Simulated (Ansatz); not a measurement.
CoO under changes of volume

One of the cells (9.584 Å³/atom); the others are scaled copies at fixed shape and fractional positions:

```
Co O
1.0
    -1.50800    1.50800    2.10725
     1.50800   -1.50800    2.10725
     1.50800    1.50800   -2.10725
Co O
1 1
Cartesian
  0.0000 0.0000 0.0000
  0.0000 0.0000 2.1072
```

```yaml
Program: Ansatz 0.2.0
Functional: PBE
Potentials_or_basis: Ansatz PAW
Cutoff: "420 eV (not typed: the program's choice for these potentials)"
k_mesh: 12 × 12 × 12
Occupations: fermi-dirac, width 0.05 eV
Spin: collinear spin, ferromagnetic start
Starting_moments: "[2.0, 0.0] μB"
```

| volume (Å³/atom) | energy over the lowest point (meV/atom) | pressure (GPa) | moment (μB per cell) |
| --- | --- | --- | --- |
| 9.009 | 19.41 | 10.6 | 2.65 |
| 9.201 | 8.73 | 7.1 | 2.78 |
| 9.392 | 2.20 | 3.5 | 2.86 |
| 9.584 | 0.00 | 0.0 | 2.92 |
| 9.776 | 1.93 | -3.3 | 2.95 |
| 9.967 | ? | ? | ? |
| 10.159 | 17.10 | -9.1 | 2.99 |

Problem. What does the run at 9.967 Å³/atom give?

Solution. Energy over the lowest point 7.75 meV/atom; pressure -6.3 GPa; moment 2.97 μB per cell.

Worked out: A Birch-Murnaghan fit of order 3 (a polynomial in V^(-2/3)) to the other rows has its minimum at 9.59 Å³/atom with B0 = V·E''(V) = 170 GPa (rough, since the energies scatter) at fixed shape and positions, which overstates the stiffness. It gives 7.61 meV/atom at 9.967 Å³/atom, against the run's 7.75, and -dE/dV = -6.4 GPa, against -6.3. A parabola through the other rows of the moment, of slope 0.0573 μB per Å³/atom there, gives 2.98 μB, against the run's 2.97.

Energies are extrapolated to zero smearing.

Caveats: a cell with one magnetic atom can't hold antiferromagnetic order, which such compounds often take.
